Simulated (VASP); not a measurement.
ZnS (Wurtzite-2H): relaxation of cell and atoms with PBEsol

The system is ZnS (Wurtzite-2H).

```
CELL_PARAMETERS angstrom
3.81100 0.00000 0.00000
-1.90550 3.30042 0.00000
0.00000 0.00000 6.23400
ATOMIC_POSITIONS crystal
Zn 0.33333 0.66667 0.00000
Zn 0.66667 0.33333 0.50000
S 0.33333 0.66667 0.38500
S 0.66667 0.33333 0.88500
```

- Program: VASP 6.6.1
- Task: relaxation of cell and atoms
- Functional: PBEsol
- Potentials or basis: VASP PAW PBE potentials, release 64 (Zn, S)
- Cutoff: 600 eV
- k mesh: 9 × 9 × 5
- Occupations: gaussian, width 0.03 eV
- Spin: no spin polarisation
- Further INCAR settings: ALGO = Normal; EDIFF = 1e-06; IBRION = 2; EDIFFG = -0.01; NSW = 90; ISIF = 3

The relaxed volume is 19.28 Å³/atom. The relaxed cell is a = 3.786 Å, b = 3.786 Å, c = 6.212 Å, α = 90.00°, β = 90.00°, γ = 120.00°. The space group after relaxing (to 0.05 Å) is P6_3mc (No. 186), the energy gained by relaxing is 6.5 meV/atom and the ionic steps are 8. The pressure after relaxing is -0.1 GPa. The band gap on the k mesh is 2.15 eV, direct.

Step by step:
| step | energy change (eV) | largest force (eV/Å) | pressure (GPa) | volume (Å³) |
| --- | --- | --- | --- | --- |
| 1 | 0.0000 | 0.3085 | -1.10 | 78.41 |
| 2 | -0.0199 | 0.1198 | 0.24 | 76.89 |
| 3 | -0.0200 | 0.0998 | 0.34 | 76.76 |
| 4 | -0.0232 | 0.0458 | 0.04 | 77.05 |
| 5 | -0.0244 | 0.0013 | -0.20 | 77.29 |
| 6 | -0.0245 | 0.0168 | -0.32 | 77.39 |
| 7 | -0.0258 | 0.0015 | 0.08 | 77.06 |
| 8 | -0.0259 | 0.0006 | -0.06 | 77.10 |

Final structure:
```cif
data_structure
_symmetry_space_group_name_H-M 'P 1'
_symmetry_Int_Tables_number 1
_cell_length_a 3.7856
_cell_length_b 3.7856
_cell_length_c 6.2125
_cell_angle_alpha 90.000
_cell_angle_beta 90.000
_cell_angle_gamma 120.000
_cell_volume 77.10
loop_
_atom_site_label
_atom_site_type_symbol
_atom_site_fract_x
_atom_site_fract_y
_atom_site_fract_z
_atom_site_occupancy
Zn1 Zn 0.33333 0.66667 0.00541 1
Zn2 Zn 0.66667 0.33333 0.50541 1
S1 S 0.33333 0.66667 0.37959 1
S2 S 0.66667 0.33333 0.87959 1
```

Levels at points of the mesh, in eV from the valence-band top:
```
           k point  band 16  band 17  band 18  band 19  band 20  band 21
(0.00, 0.00, 0.00)    -0.09     0.00     0.00     2.15     3.02     6.21
```

Run time: 4.5 min on 1 thread of Intel(R) Xeon(R) Platinum 8488C (Sapphire Rapids), on a shared host, peak memory 0.24 GiB.

Caveat: the PAW data sets were made with another functional, which shifts forces and pressure a little. Expect the measured gap to be larger: semilocal functionals such as PBEsol lack the derivative discontinuity.
